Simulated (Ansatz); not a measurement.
Write the native input for Ansatz 0.2.0 that does the following.

| Quantity | Value |
| --- | --- |
| Task | band structure |
| Functional | LDA |
| Potentials or basis | Ansatz PAW |
| Cutoff | 420 eV (not typed: the program's choice for these potentials) |
| k mesh | 10 × 10 × 5 |
| Occupations | fermi-dirac, width 0.05 eV |
| Spin | no spin polarisation |
| Path | [["G", "Y", "F", "L", "I"], ["I1", "Z", "F1"], ["Y", "X1"], ["X", "G", "N"], ["M", "G"]] |
| Points for each segment of the path | 14 |

Crystal: CuO (Tenorite).

```xyz
4
Lattice="2.3418 -1.7113 0.0000 2.3418 1.7113 0.0000 -0.8500 0.0000 5.0579" Properties=species:S:1:pos:R:3 pbc="T T T"
Cu    0.7459   -0.8557    2.5289
Cu    1.1709    0.8557    0.0000
O     1.7043    0.2793    3.7934
O     2.1293   -0.2793    1.2645
```

One way to write it, as run:

input.yaml

```yaml
crystal:
  lattice:
    - [2.34185, -1.7113, 0.0]
    - [2.34185, 1.7113, 0.0]
    - [-0.8500274268, 0.0, 5.0578693947]
  atoms:
    - { symbol: Cu, position: [0.5, 0.0, 0.5] }
    - { symbol: Cu, position: [0.0, 0.5, 0.0] }
    - { symbol: O, position: [0.4184, 0.5816, 0.75] }
    - { symbol: O, position: [0.5816, 0.4184, 0.25] }
hamiltonian:
  xc: lda
  pseudopotentials: { kind: paw }
kpoints:
  mp_grid: { grid: [10, 10, 5] }
  band_path:
    path:
      - [[0.0, 0.0, 0.0], [-0.5, -0.5, 0.0], [-0.5247847702, -0.5247847702, 0.3275098836], [-0.5, -0.5, 0.5], [-0.6335075857, -0.3664924143, 0.5]]
      - [[-0.3664924143, 0.3664924143, 0.5], [0.0, 0.0, 0.5], [-0.4752152298, -0.4752152298, 0.6724901164]]
      - [[-0.5, -0.5, 0.0], [-0.612731633, -0.387268367, 0.0]]
      - [[-0.387268367, 0.387268367, 0.0], [0.0, 0.0, 0.0], [-0.5, 0.0, 0.0]]
      - [[-0.5, 0.0, 0.5], [0.0, 0.0, 0.0]]
    npoints: 14
scf:
  occupations: { method: fermi_dirac, width: 0.05 }
  n_extra_bands: 10
output:
  forces: true
  stress: true
  eigenvalues: true
  fatbands: false
```

Potentials or basis: Ansatz PAW.

The run is started by

```sh
$ ansatz run input.yaml --threads 2 --pin off --max-ram 5632MiB --backend cpu --events-out ev --progress --plain --runs-dir out
```

It gave:

| Quantity | Value |
| --- | --- |
| Pressure | -9.6 GPa |
| Largest force | 0.473 eV/Å |
| Band gap on the k mesh | none (metal or under the smearing width) |

Caveat: the pressure holds a Pulay correction of +0.9 GPa for the finite cutoff; the run has no spin polarisation, though such a crystal can be magnetic; semilocal functionals often make such compounds metallic where correlation or magnetic order opens a gap, which also shifts bond lengths; the PAW data sets come from PBE, with cores solved anew for the run's functional, which leaves a small shift of forces and pressure.

Wall time 26 s on 2 threads of Intel(R) Xeon(R) Processor @ 2.50GHz (Skylake/Cascade Lake), on a shared host, peak memory 0.44 GiB.
